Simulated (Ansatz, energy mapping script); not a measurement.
# MnHO2 monolayer: energy mapping under PBE+U (2.8 eV) (strain in the plane to area × 1.03)

How strongly do the moments of MnHO2 monolayer couple under PBE+U (2.8 eV)? The plan is to run several orders and fit a Heisenberg model.

Calculated with Ansatz 0.2.0; PBE with U = 2.8 eV on Mn d, ortho-atomic projectors; plane waves, U on orthogonalised atomic orbitals unless named otherwise, collinear spin, no spin–orbit coupling.

**1. Starting point**

The cell holds 4 atoms: 1 Mn, 2 O and 1 H. Its edges and angles: a = 3.224 Å, b = 2.931 Å, c = 18.055 Å, α = 90.0°, β = 90.0°, γ = 117.0°. It derives from MnHO2. one layer cut from the bulk crystal, unrelaxed, 15 A of vacuum. Vacuum lies along c.

The cell comes from a database of computed structures, and need not be the one that the compound takes in experiment.

This cell differs from the given one by: strain in the plane to area × 1.03. Atoms follow the cell and are not relaxed.

The U corrects the self-interaction that lets semilocal functionals spread d and f electrons too far. Its value here is typed, not computed.

**2. One set of occupation matrices for all orders**

A corrected shell can settle in several orbital fillings. One parallel run, with an occupation width a fifth wider than the orders use, therefore is to supply the occupation matrices. All orders start from them.

input.yaml reads:

```yaml
crystal:
  lattice:
    - [3.2241505357, 5.89e-08, 0.0]
    - [-1.3323707608, 2.6108074712, 0.0]
    - [0.0, 0.0, 18.054585]
  atoms:
    - { symbol: Mn, position: [0.053683, 0.026841, 0.531876], spin: 4.5 }
    - { symbol: O, position: [0.779624, 0.3898115, 0.472568] }
    - { symbol: O, position: [0.336483, 0.668241, 0.584593] }
    - { symbol: H, position: [0.806098, 0.4030485, 0.415407] }
magnetization:
  spin_polarized: true
kpoints:
  mp_grid: { grid: [10, 10, 1] }
hamiltonian:
  xc: pbe
  hubbard:
    sites: [{ species: Mn, l: d, u_eff: 2.8 }]
    projectors: ortho-atomic
scf:
  occupations: { method: fermi_dirac, width: 0.048 }
output:
  eigenvalues: true
```

Command:

```console
$ ansatz run input.yaml --threads 4 --pin off --max-ram 8192MiB --backend cpu --events-out ev --progress --plain --runs-dir out
```

Numbers of over 12 decimals in the logs are rounded to 6 here.

What it wrote:

```text
Engine: ansatz 0.2.0, aarch64-unknown-linux-gnu
Pseudopotentials: kind: paw
Pseudopotential: Mn, paw, valence charge 15, recommended cutoff 420 eV (normal), Mn.paw.azcp
Pseudopotential: O, paw, valence charge 6, recommended cutoff 420 eV (normal), O.paw.azcp
Pseudopotential: H, paw, valence charge 1, recommended cutoff 420 eV (normal), H.paw.azcp
Functional definition: PBE
  parameter kappa = 0.804
  parameter beta = 0.066725
  exchange = pbe_x(kappa = kappa, mu = beta*pi^2/3)
  correlation = pbe_c(beta = beta)
Crystal: 4 atoms, lattice volume = 151.977 Å³
Basis set: ecut = 420 eV, 2985 PW (Γ)
Bands: 21, of which v1, the nominal top of the filled ones, is band 14 counted from 1 (13 counted from 0)
Symmetry: 2 space group operations
Space group: Cm (ITA 8), of the structure as read, at distance tolerance 5.3e-5 Å
Magnetic group: BNS 8.32 (UNI 39), of the structure as read, at distance tolerance 5.3e-5 Å
k-points: 31 of 100 (time reversal used)
Non-local potential: Mn, projectors of the file, l = 0: 3, l = 1: 2, l = 2: 3, l = 3: 1
Non-local potential: O, projectors of the file, l = 0: 2, l = 1: 2, l = 2: 1
Non-local potential: H, projectors of the file, l = 0: 2, l = 1: 1
PAW form: soft (Blöchl's): semilocal exchange-correlation on the pseudo side does not see the compensation charge
PAW one-centre angular grid: Mn, 590 points (default); XC on 64 Gauss nodes
PAW one-centre angular grid: O, 110 points (default); XC on 64 Gauss nodes
PAW one-centre angular grid: H, 110 points (default); XC on 64 Gauss nodes
Initial density: superposition of atomic densities (neutral atoms: chi_scale 0, normalization atom)
Starting moments: Σ|m| = 4.5 μB on 1 of 4 sites
Initial wavefunctions: pseudopotential atomic-orbital guess
Functional: x = pbe(κ = 0.804, μ = 0.219515), c = pbe(β = 0.066725)
SCF iter   1: F=—  HF=-5050.597385 eV  |F-HF|=—  |Δ(HF+E_count)|=         —  Δρ=4.89e-2 (↑4.89e-2 ↓4.44e-2)  dr2=1.36e1  dr2_m=4.14e-1  M=4.000 μB ∫|m|=4.244 μB  β_m=0.30  ethr=3.10e-3  ⟨swp⟩=7.0  Hψ=6997  notcnv=0
preconditioner: auto → none  [insulator: Δε(μ)=0.491 eV  Ē_g=14.402 eV  σ=0.048 eV  W_gap=0.98  n_scr=10 (ndim 8)  ℏωp=13.5 eV  f_vac=0.686  D(μ)=0.01/eV (n_scr^D=0)  ε∞_Penn≈1.9]
SCF iter   2: F=—  HF=-5048.511426 eV  |F-HF|=—  |Δ(HF+E_count)|=    2.09e0  Δρ=3.45e-2 (↑3.45e-2 ↓2.93e-2)  dr2=6.25e0  dr2_m=1.01e-1  M=4.000 μB ∫|m|=4.384 μB  β_m=1.00  ethr=3.10e-3  ⟨swp⟩=4.5  Hψ=3949  notcnv=0  defer=82
SCF iter   3: F=—  HF=-5048.214018 eV  |F-HF|=—  |Δ(HF+E_count)|=   2.97e-1  Δρ=1.95e-2 (↑1.95e-2 ↓1.32e-2)  dr2=1.67e0  dr2_m=5.81e-2  M=4.000 μB ∫|m|=4.293 μB  β_m=1.00  ethr=3.10e-3  ⟨swp⟩=3.4  Hψ=3273  notcnv=0  defer=78
[...]
SCF iter  18: F=—  HF=-5048.074295 eV  |F-HF|=—  |Δ(HF+E_count)|=   1.08e-4  Δρ=4.34e-4 (↑4.34e-4 ↓3.08e-4)  dr2=2.16e-5  dr2_m=1.85e-4  M=4.000 μB ∫|m|=4.219 μB  β_m=0.17  ethr=3.57e-7  ⟨swp⟩=2.1  Hψ=1722  notcnv=0  defer=71
SCF iter  19: F=—  HF=-5048.074464 eV  |F-HF|=—  |Δ(HF+E_count)|=   1.69e-4  Δρ=1.91e-4 (↑1.87e-4 ↓1.91e-4)  dr2=5.06e-7  dr2_m=4.97e-5  M=4.000 μB ∫|m|=4.213 μB  β_m=0.36  ethr=7.70e-8  ⟨swp⟩=2.1  Hψ=2223  notcnv=0  defer=71
SCF iter  20: F=—  HF=-5048.074510 eV  |F-HF|=—  |Δ(HF+E_count)|=   4.57e-5  Δρ=3.02e-5 (↑3.02e-5 ↓2.97e-5)  dr2=2.35e-7  dr2_m=1.08e-6  M=4.000 μB ∫|m|=4.207 μB  β_m=0.53  ethr=1.81e-9  ⟨swp⟩=3.5  Hψ=2853  notcnv=0  defer=71
SCF iter  21: F=—  HF=-5048.074511 eV  |F-HF|=—  |Δ(HF+E_count)|=   7.44e-7  Δρ=1.01e-5 (↑1.01e-5 ↓7.22e-6)  dr2=6.55e-8  dr2_m=9.67e-8  M=4.000 μB ∫|m|=4.207 μB  β_m=0.56  ethr=3.57e-10  ⟨swp⟩=7.7  Hψ=6303  notcnv=0
SCF iter  22: F=-5048.074511 eV  HF=-5048.074511 eV  |F-HF|=2.56e-8  |Δ(HF+E_count)|=   1.03e-7  Δρ=5.33e-6 (↑4.63e-6 ↓5.33e-6)  dr2=4.28e-8  dr2_m=2.55e-8  M=4.000 μB ∫|m|=4.207 μB  ethr=2.34e-10  ⟨swp⟩=3.7  Hψ=4004  notcnv=0
SCF 1 converged in 22 iterations: F = -5048.074511 eV  dr2 = 4.28e-8
[...]
SCF converged after 22 iterations
Magnetization: 3.9995 μB (15.9998 up, 12.0002 down)
Absolute magnetization: 4.2167 μB (∫|ρ↑−ρ↓|, with the PAW one-centre terms)
Spin contamination: 0.0874 ħ² per cell (⟨S²⟩ above its minimum at these occupations)
Per-site moments (μB) at R_I (Å): [(3.352670, 0.794890), (0.014379, 0.426861), (-0.026296, 0.794890), (0.00541894, 0.426861)]
Free energy (F): -5048.074511 eV
Harris-Foulkes:  -5048.074511 eV  (|F-HF|=2.56e-8)
Internal energy: -5048.074042 eV  (E = F + TS)
E sigma→0 (E₀):  -5048.074276 eV
Entropy (-TS):   -0.000469 eV (-0.117 meV/atom)
Fermi energy:    -0.886775 eV
--- Per-component energies (eV) ---
  E_band       = -632.888934
  E_kinetic    = 658.798983
  E_local      = -20496.190102  (includes V_loc(G=0)·N_el)
  E_nonlocal   = 343.788843
  E_hartree    = 9788.591816
  E_xc         = -266.995705
  E_vxc        = -340.993366  (∫ρ·V_xc dr)
  E_hubbard    = 1.153313  (on-site DFT+U / exact-exchange correction)
  E_vhub       = -4.938191  (the Hubbard potential's part of the band-sum identity)
  E_paw        = -1617.465552  (= ΣΔE_a)
  E_vpaw       = -370.525086  (= ΣTr[D̂ρ^β])
  E_aug_tail   = 0.003689  (compensation charges beyond the density's cutoff)
  E_ewald      = 6540.240672
  E_smearing   = -0.000469  (= −TS)
  E_closure    = 0.000000  (closes the sum)
  Σ components = -5048.074511   (vs F -5048.074511, Δ=0.00e0)
--- Band table (eV; the first three rows and the last of 62) ---
  k-point 0 ↑: bands = [... 10 lower, -5.2762, -5.2711, -4.1142, -3.8288, -2.6582, -1.0048, -0.7620, 0.6355, ... 3 higher]
  k-point 1 ↑: bands = [... 10 lower, -5.4878, -5.3694, -4.1530, -3.8265, -2.5372, -1.1240, -0.5812, 0.4112, ... 3 higher]
  k-point 2 ↑: bands = [... 10 lower, -5.9010, -5.4621, -4.2220, -3.6971, -2.4963, -1.4358, -0.3573, 0.3592, ... 3 higher]
  k-point 30 ↓: bands = [... 10 lower, -4.0506, -3.3795, 1.0024, 1.8032, 1.8976, 1.9379, 2.7519, 2.8560, ... 3 higher]
Occupation matrices written to <dir>
```

Run time: 10 s. Hardware: 4 threads of Arm Neoverse V1, shared host; peak memory 0.49 GiB.

This step gave:

```yaml
final_state: ferromagnetic
electrons_in_the_corrected_shells: 5.175 e
largest_moment: 3.353 μB
```

**3. Run 1 (parallel; cell A, 8 atoms)**

Each cell gets its own parallel run on the same mesh, so that most of the mesh error cancels in the differences.

input.yaml reads:

```yaml
crystal:
  lattice:
    - [3.2241505357, 5.89e-08, 0.0]
    - [-2.6647415216, 5.2216149424, 0.0]
    - [0.0, 0.0, 18.054585]
  atoms:
    - { symbol: Mn, position: [0.053683, 0.0134205, 0.531876], spin: 4.5 }
    - { symbol: Mn, position: [0.053683, 0.5134205, 0.531876], spin: 4.5 }
    - { symbol: O, position: [0.779624, 0.19490575, 0.472568] }
    - { symbol: O, position: [0.779624, 0.69490575, 0.472568] }
    - { symbol: O, position: [0.336483, 0.3341205, 0.584593] }
    - { symbol: O, position: [0.336483, 0.8341205, 0.584593] }
    - { symbol: H, position: [0.806098, 0.20152425, 0.415407] }
    - { symbol: H, position: [0.806098, 0.70152425, 0.415407] }
magnetization:
  spin_polarized: true
kpoints:
  mp_grid: { grid: [9, 5, 1] }
hamiltonian:
  xc: pbe
  hubbard:
    sites:
      - { species: Mn, l: d, u_eff: 2.8 }
      - { site: 0, l: d, u_eff: 2.8, starting_ns: [{ spin: up, occupation_matrix: mn1_major }, { spin: down, occupation_matrix: mn1_minor }] }
      - { site: 1, l: d, u_eff: 2.8, starting_ns: [{ spin: up, occupation_matrix: mn1_major }, { spin: down, occupation_matrix: mn1_minor }] }
    projectors: ortho-atomic
    occupation_matrices:
      mn1_major:
        matrix:
          - [0.995, -0.001, -0.001, -0.002, -0.003]
          - [-0.001, 0.929, 0.108, 0.075, -0.062]
          - [-0.001, 0.108, 0.773, -0.156, 0.109]
          - [-0.002, 0.075, -0.156, 0.886, 0.073]
          - [-0.003, -0.062, 0.109, 0.073, 0.934]
      mn1_minor:
        matrix:
          - [0.076, -0.01, -0.005, 0.006, 0.008]
          - [-0.01, 0.123, -0.039, -0.019, 0.05]
          - [-0.005, -0.039, 0.179, 0.079, -0.039]
          - [0.006, -0.019, 0.079, 0.145, -0.015]
          - [0.008, 0.05, -0.039, -0.015, 0.135]
scf:
  occupations: { method: fermi_dirac, width: 0.04 }
output:
  eigenvalues: true
```

What it wrote:

```text
[...]
Crystal: 8 atoms, lattice volume = 303.954 Å³
Basis set: ecut = 420 eV, 5953 PW (Γ)
Bands: 41, of which v1, the nominal top of the filled ones, is band 28 counted from 1 (27 counted from 0)
Symmetry: 2 space group operations
[...]
k-points: 23 of 45 (time reversal used)
[...]
Starting moments: Σ|m| = 9 μB on 2 of 8 sites
[...]
SCF iter   1: F=—  HF=-10102.023894 eV  |F-HF|=—  |Δ(HF+E_count)|=         —  Δρ=5.41e-2 (↑5.41e-2 ↓4.36e-2)  dr2=2.91e1  dr2_m=1.05e0  M=8.000 μB ∫|m|=8.248 μB  β_m=0.30  ethr=3.10e-3  ⟨swp⟩=8.1  Hψ=8639  notcnv=0  defer=8
[...]
spin=Collinear: Resta preconditioning applied to the charge; magnetization (m = ρ↑ − ρ↓) channel mixes plain (no charge-response kernel on spin).
SCF iter   2: F=—  HF=-10096.535453 eV  |F-HF|=—  |Δ(HF+E_count)|=    5.49e0  Δρ=2.18e-2 (↑2.16e-2 ↓2.18e-2)  dr2=3.99e0  dr2_m=2.33e-1  M=8.000 μB ∫|m|=8.486 μB  β_m=0.30  ethr=3.10e-3  ⟨swp⟩=4.2  Hψ=4859  notcnv=0  defer=187
[...]
SCF iter   7: F=—  HF=-10096.126944 eV  |F-HF|=—  |Δ(HF+E_count)|=   2.05e-2  Δρ=2.51e-3 (↑2.51e-3 ↓2.38e-3)  dr2=2.28e-3  dr2_m=1.65e-2  M=8.000 μB ∫|m|=8.438 μB  β_m=0.30  ethr=4.10e-6  ⟨swp⟩=2.1  Hψ=3404  notcnv=0  defer=158
[...]
spin-set hold released at iteration 7 (site moments contracting): the magnetisation degrees of freedom join the quasi-Newton model from the next iteration; the mixer history was flushed
SCF iter   8: F=—  HF=-10096.137013 eV  |F-HF|=—  |Δ(HF+E_count)|=   1.01e-2  Δρ=1.86e-3 (↑1.77e-3 ↓1.86e-3)  dr2=3.86e-4  dr2_m=9.07e-3  M=7.999 μB ∫|m|=8.439 μB  β_m=0.63  ethr=4.08e-6  ⟨swp⟩=2.1  Hψ=3082  notcnv=0  defer=158
[...]
SCF iter  15: F=-10096.149003 eV  HF=-10096.149003 eV  |F-HF|=4.67e-8  |Δ(HF+E_count)|=   3.65e-7  Δρ=3.05e-6 (↑3.05e-6 ↓2.31e-6)  dr2=5.64e-8  dr2_m=4.38e-9  M=8.000 μB ∫|m|=8.415 μB  ethr=1.79e-10  ⟨swp⟩=16.0  Hψ=8968  notcnv=0
SCF 1 converged in 15 iterations: F = -10096.149003 eV  dr2 = 5.64e-8
[...]
SCF converged after 15 iterations
Magnetization: 7.9995 μB (31.9998 up, 24.0002 down)
Absolute magnetization: 8.4337 μB (∫|ρ↑−ρ↓|, with the PAW one-centre terms)
[...]
Per-site moments (μB) at R_I (Å): [(3.352711, 0.794890), (3.352711, 0.794890), (0.014379, 0.426861), (0.014379, 0.426861), (-0.026111, 0.794890), (-0.026111, 0.794890), (0.0054195, 0.426861), (0.0054195, 0.426861)]
Free energy (F): -10096.149003 eV
[...]
Internal energy: -10096.148534 eV  (E = F + TS)
E sigma→0 (E₀):  -10096.148768 eV
Entropy (-TS):   -0.000469 eV (-0.059 meV/atom)
Fermi energy:    -0.884127 eV
[...]
--- Specified on-site occupations, and those of the state reported ---
  electrons in the specified blocks: 10.3500 specified, 10.3498 found
  site 0 (l=d) ↑: largest change of an orbital's occupation 0.0010; electrons 4.5170 specified, 4.5174 found; spectral distance 0.0007
[...]
site 0 (l=d) ↓: largest change of an orbital's occupation 0.0008; electrons 0.6580 specified, 0.6575 found; spectral distance 0.0006
[...]
--- Band table (eV; the first three rows and the last of 46) ---
  k-point 0 ↑: bands = [... 24 lower, -4.9641, -4.5594, -4.1120, -3.8263, -3.2777, -2.6555, -1.6188, -1.0022, ... 9 higher]
  k-point 1 ↑: bands = [... 24 lower, -4.4527, -4.1506, -4.1332, -3.8241, -3.2231, -2.5344, -1.6275, -1.1213, ... 9 higher]
  k-point 2 ↑: bands = [... 24 lower, -4.2193, -4.1788, -3.7864, -3.6947, -2.8545, -2.4935, -1.6167, -1.4331, ... 9 higher]
  k-point 22 ↓: bands = [... 24 lower, 1.0211, 1.1774, 1.4328, 1.5414, 1.7946, 1.8066, 1.8766, 2.0857, ... 9 higher]
Occupation matrices written to <dir>
```

The job ended after 20 s (4 threads; peak memory 0.89 GiB; 77 s of CPU time).

Spin moment in the sphere by atom:

```csv
atom,spin moment in the sphere (μB)
Mn1,3.35
Mn2,3.35
O3,0.01
O4,0.01
O5,-0.03
O6,-0.03
H7,0.01
H8,0.01
```

The run ends ferromagnetic.

**4. Order 2: compensated +−, cell A of 8 atoms**

This order reverses 2 of the 2 neighbours at 2.93 Å, 2 of the 4 neighbours at 3.22 Å and 2 of the 4 neighbours at 5.25 Å, counted for an average magnetic atom.

input.yaml, as its differences from that of step 3:

```diff
@@ -7,3 +7,3 @@
     - { symbol: Mn, position: [0.053683, 0.0134205, 0.531876], spin: 4.5 }
-    - { symbol: Mn, position: [0.053683, 0.5134205, 0.531876], spin: 4.5 }
+    - { symbol: Mn, position: [0.053683, 0.5134205, 0.531876], spin: -4.5 }
     - { symbol: O, position: [0.779624, 0.19490575, 0.472568] }
@@ -24,3 +24,3 @@
       - { site: 0, l: d, u_eff: 2.8, starting_ns: [{ spin: up, occupation_matrix: mn1_major }, { spin: down, occupation_matrix: mn1_minor }] }
-      - { site: 1, l: d, u_eff: 2.8, starting_ns: [{ spin: up, occupation_matrix: mn1_major }, { spin: down, occupation_matrix: mn1_minor }] }
+      - { site: 1, l: d, u_eff: 2.8, starting_ns: [{ spin: up, occupation_matrix: mn1_minor }, { spin: down, occupation_matrix: mn1_major }] }
     projectors: ortho-atomic
```

What it wrote:

```text
[...]
Crystal: 8 atoms, lattice volume = 303.954 Å³
Basis set: ecut = 420 eV, 5953 PW (Γ)
Bands: 41, of which v1, the nominal top of the filled ones, is band 28 counted from 1 (27 counted from 0)
Symmetry: 1 space group operations
[...]
k-points: 23 of 45 (time reversal used)
[...]
Starting moments: Σ|m| = 9 μB on 2 of 8 sites
Starting magnetic order: antiferromagnet; a translation exchanges its spin sublattices: spin-degenerate at every k-point
[...]
SCF iter   1: F=—  HF=-10102.076957 eV  |F-HF|=—  |Δ(HF+E_count)|=         —  Δρ=4.92e-2 (↑4.92e-2 ↓4.92e-2)  dr2=2.91e1  dr2_m=1.07e0  M=0.000 μB ∫|m|=8.179 μB  β_m=0.30  ethr=3.10e-3  ⟨swp⟩=6.9  Hψ=4109  notcnv=0  defer=56
[...]
SCF iter  15: F=-10096.170842 eV  HF=-10096.170842 eV  |F-HF|=1.80e-8  |Δ(HF+E_count)|=   1.65e-7  Δρ=2.60e-6 (↑2.60e-6 ↓2.60e-6)  dr2=3.09e-8  dr2_m=1.07e-8  M=0.000 μB ∫|m|=8.193 μB  ethr=1.79e-10  ⟨swp⟩=16.1  Hψ=4422  notcnv=0
SCF 1 converged in 15 iterations: F = -10096.170842 eV  dr2 = 3.09e-8
[...]
SCF converged after 15 iterations
Magnetization: 0.0000 μB (28.0000 up, 28.0000 down)
Absolute magnetization: 8.2112 μB (∫|ρ↑−ρ↓|, with the PAW one-centre terms)
[...]
Per-site moments (μB) at R_I (Å): [(3.288535, 0.794890), (-3.288535, 0.794890), (0.013027, 0.426861), (-0.013027, 0.426861), (-0.052275, 0.794890), (0.052275, 0.794890), (0.00115051, 0.426861), (-0.00115051, 0.426861)]
Free energy (F): -10096.170842 eV
[...]
Internal energy: -10096.170839 eV  (E = F + TS)
E sigma→0 (E₀):  -10096.170840 eV
Entropy (-TS):   -0.000004 eV (-0.000 meV/atom)
Fermi energy:    -1.157387 eV
[...]
--- Specified on-site occupations, and those of the state reported ---
  electrons in the specified blocks: 10.3500 specified, 10.3850 found
[...]
--- Band table (eV; the first three rows and the last of 46) ---
  k-point 0 ↑: bands = [... 24 lower, -3.5244, -3.0984, -2.9064, -1.5900, -0.7815, 0.1223, 1.2590, 1.4651, ... 9 higher]
  k-point 1 ↑: bands = [... 24 lower, -3.4580, -2.9833, -2.8043, -1.5918, -0.5879, -0.0232, 1.2501, 1.5448, ... 9 higher]
  k-point 2 ↑: bands = [... 24 lower, -3.3730, -2.8660, -2.5858, -1.6501, -0.4276, 0.0834, 0.9358, 1.2766, ... 9 higher]
  k-point 22 ↓: bands = [... 24 lower, -3.8824, -3.1454, -2.6731, -2.1614, -0.0757, 1.3336, 1.5420, 1.6935, ... 9 higher]
Occupation matrices written to <dir>
```

Run time: 10 s. Hardware: 4 threads; peak memory 0.87 GiB; 41 s of CPU time.

Spin moment in the sphere by atom:

```csv
atom,spin moment in the sphere (μB)
Mn1,3.29
Mn2,-3.29
O3,0.01
O4,-0.01
O5,-0.05
O6,0.05
H7,0.00
H8,0.00
```

The run ends antiferromagnetic, 11.04 meV a magnetic atom below the parallel order of its cell.

**5. Parallel start in cell B (8 atoms)**

A new cell needs its own zero of energy.

This run holds the same structure in another cell (a 3.224 → 6.448 Å, b 5.862 → 2.931 Å).

input.yaml reads:

```yaml
crystal:
  lattice:
    - [6.4483010713, 1.177e-07, 0.0]
    - [-1.3323707608, 2.6108074712, 0.0]
    - [0.0, 0.0, 18.054585]
  atoms:
    - { symbol: Mn, position: [0.0268415, 0.026841, 0.531876], spin: 4.5 }
    - { symbol: Mn, position: [0.5268415, 0.026841, 0.531876], spin: 4.5 }
    - { symbol: O, position: [0.389812, 0.3898115, 0.472568] }
    - { symbol: O, position: [0.889812, 0.3898115, 0.472568] }
    - { symbol: O, position: [0.1682415, 0.668241, 0.584593] }
    - { symbol: O, position: [0.6682415, 0.668241, 0.584593] }
    - { symbol: H, position: [0.403049, 0.4030485, 0.415407] }
    - { symbol: H, position: [0.903049, 0.4030485, 0.415407] }
magnetization:
  spin_polarized: true
kpoints:
  mp_grid: { grid: [5, 10, 1] }
hamiltonian:
  xc: pbe
  hubbard:
    sites:
      - { species: Mn, l: d, u_eff: 2.8 }
      - { site: 0, l: d, u_eff: 2.8, starting_ns: [{ spin: up, occupation_matrix: mn1_major }, { spin: down, occupation_matrix: mn1_minor }] }
      - { site: 1, l: d, u_eff: 2.8, starting_ns: [{ spin: up, occupation_matrix: mn1_major }, { spin: down, occupation_matrix: mn1_minor }] }
    projectors: ortho-atomic
    occupation_matrices:
      mn1_major:
        matrix:
          - [0.995, -0.001, -0.001, -0.002, -0.003]
          - [-0.001, 0.929, 0.108, 0.075, -0.062]
          - [-0.001, 0.108, 0.773, -0.156, 0.109]
          - [-0.002, 0.075, -0.156, 0.886, 0.073]
          - [-0.003, -0.062, 0.109, 0.073, 0.934]
      mn1_minor:
        matrix:
          - [0.076, -0.01, -0.005, 0.006, 0.008]
          - [-0.01, 0.123, -0.039, -0.019, 0.05]
          - [-0.005, -0.039, 0.179, 0.079, -0.039]
          - [0.006, -0.019, 0.079, 0.145, -0.015]
          - [0.008, 0.05, -0.039, -0.015, 0.135]
scf:
  occupations: { method: fermi_dirac, width: 0.04 }
output:
  eigenvalues: true
```

What it wrote:

```text
[...]
k-point 1 ↑: bands = [... 24 lower, -4.5609, -4.1809, -4.1500, -3.8234, -3.3240, -2.5337, -1.9540, -1.1205, ... 9 higher]
  k-point 2 ↑: bands = [... 24 lower, -4.6259, -4.2186, -3.8776, -3.6940, -3.1177, -2.4927, -2.0005, -1.4323, ... 9 higher]
  k-point 25 ↓: bands = [... 24 lower, -0.2049, 0.9149, 1.1298, 1.3334, 1.4155, 1.7219, 1.7421, 1.8799, ... 9 higher]
Occupation matrices written to <dir>
[key lines of the parts left out:]
SCF converged after 15 iterations
Magnetization: 7.9996 μB (31.9998 up, 24.0002 down)
Free energy (F): -10096.148898 eV
Fermi energy:    -0.883183 eV
```

It took 23 s on 4 threads; peak memory 0.93 GiB.

The run ends ferromagnetic. For each magnetic atom its energy differs from the parallel run of the first cell by 0.05 meV, an error that one common reference would have brought in.

(Continued in part 2 of 2.)

[Logs and program files are shortened in this print: banners, set-up blocks, solver, clock and traceback lines can be left out without a mark of their own.]

[Logs are printed without paths, hosts, clocks, repeated set-up lines and the standing remarks that a program may print on its own settings, such as how far it seeks lower states.]

[Hosts, paths, dates, database ids (printed as entryN), source tags and the programs' standing remarks are cut or masked in the printed files.]

[Where a cell is said to come from a database of computed structures, the database is the Materials Project.]
